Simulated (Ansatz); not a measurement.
# SiO2: properties at the relaxed cell

The task here is to estimate one member of a computed series from the others.

Method: DFT PBE, scalar-relativistic, plane waves, PAW, in Ansatz 0.2.0.

1 further run of the same task is left out (set aside as unsound or not needed).

## The starting structure

Symmetry: P4_12_12, No. 92, tetragonal system. The conventional cell has a = 5.084 Å, b = 5.084 Å, c = 7.101 Å, α = 90.00°, β = 90.00°, γ = 90.00°. Si (site symmetry 2) is surrounded by 4 O at 1.62 to 1.63 Å. O (site symmetry 1) is surrounded by 2 Si at 1.62 to 1.63 Å.

As a file:

```
CELL_PARAMETERS angstrom
5.08370 0.00000 0.00000
0.00000 5.08370 0.00000
0.00000 0.00000 7.10088
ATOMIC_POSITIONS crystal
Si 0.29386 0.29386 0.00000
Si 0.20614 0.79386 0.25000
Si 0.70614 0.70614 0.50000
Si 0.79386 0.20614 0.75000
O 0.24118 0.09345 0.17423
O 0.40655 0.74118 0.42423
O 0.75882 0.90655 0.67423
O 0.59345 0.25882 0.92423
O 0.74118 0.40655 0.57577
O 0.90655 0.75882 0.32577
O 0.25882 0.59345 0.07577
O 0.09345 0.24118 0.82577
```

It is the result of an earlier relaxation at this level (volume 15.29 Å³/atom; gap on the mesh: 5.51 eV).

Set-up of the first run:

input.yaml

```yaml
crystal:
  lattice:
    - [5.0837000239, 0.0, 0.0]
    - [0.0, 5.0837000239, 0.0]
    - [0.0, 0.0, 7.1008765318]
  atoms:
    - { symbol: Si, position: [0.2938575577, 0.2938575577, 0.0] }
    - { symbol: Si, position: [0.2061424423, 0.7938575577, 0.25] }
    - { symbol: Si, position: [0.7061424423, 0.7061424423, 0.5] }
    - { symbol: Si, position: [0.7938575577, 0.2061424423, 0.75] }
    - { symbol: O, position: [0.2411800976, 0.093452608, 0.174225779] }
    - { symbol: O, position: [0.406547392, 0.7411800976, 0.424225779] }
    - { symbol: O, position: [0.7588199024, 0.906547392, 0.674225779] }
    - { symbol: O, position: [0.593452608, 0.2588199024, 0.924225779] }
    - { symbol: O, position: [0.7411800976, 0.406547392, 0.575774221] }
    - { symbol: O, position: [0.906547392, 0.7588199024, 0.325774221] }
    - { symbol: O, position: [0.2588199024, 0.593452608, 0.075774221] }
    - { symbol: O, position: [0.093452608, 0.2411800976, 0.825774221] }
basis:
  ecutwfc: 420
kpoints:
  mp_grid: { grid: [6, 6, 4] }
  band_path:
    path:
      - [[0.0, 0.0, 0.0], [0.0, 0.5, 0.0], [0.5, 0.5, 0.0], [0.0, 0.0, 0.0], [0.0, 0.0, 0.5], [0.0, 0.5, 0.5], [0.5, 0.5, 0.5], [0.0, 0.0, 0.5]]
      - [[0.0, 0.5, 0.0], [0.0, 0.5, 0.5]]
      - [[0.5, 0.5, 0.0], [0.5, 0.5, 0.5]]
    npoints: 10
hamiltonian:
  xc: pbe
scf:
  occupations: { method: gaussian, width: 0.02 }
  n_extra_bands: 30
output:
  forces: true
  stress: true
  eigenvalues: true
  populations: true
  dos: { projected: true, de: 0.02, nscf_kmesh: { grid: [9, 9, 6] } }
  bader: false
  write_density: true
  write_potential: true
  elf: true
  volumetric_format: npy
```

Run with:

```sh
> ansatz run input.yaml --threads 4 --pin off --max-ram 10240MiB --backend cpu --events-out ev --progress --plain --runs-dir out
```

Steps of the session up to this table: Static run: bands, density of states and charges; Band edges anywhere in the zone; Eigenvalues a small step from each edge; Point at V/V0 = 0.97; Point at V/V0 = 1.03; Volume × 0.94; Volume × 1.06.

One table of the session follows, with a row left open; its other results are not shown here.

It belongs to the step «Energy against volume». 

```
volume (Å³/atom)  energy above the lowest point (meV/atom)  pressure (GPa)  gap on the mesh (eV)
          14.375                                       2.9            1.08                  5.61
          14.834                                         ?               ?                     ?
          15.293                                       0.0           -0.01                  5.51
          15.752                                       0.6           -0.46                  5.47
          16.211                                       2.5           -0.86                  5.43
```

**Question.** Estimate the row for volume (Å³/atom) = 14.834.

Worked estimate for «energy above the lowest point (meV/atom)». A straight line through the neighbours (14.375, 2.9) and (15.293, 0.0) gives 2.9 + (0.0 − 2.9) × (14.834 − 14.375) / (15.293 − 14.375) = 1.4; a parabola fitted to 3 rows on both sides gives 0.8.

As computed: energy above the lowest point (meV/atom): 0.7; pressure (GPa): 0.52; gap on the mesh (eV): 5.56. In «energy above the lowest point (meV/atom)» the line misses by +0.7 and the parabola by +0.1.
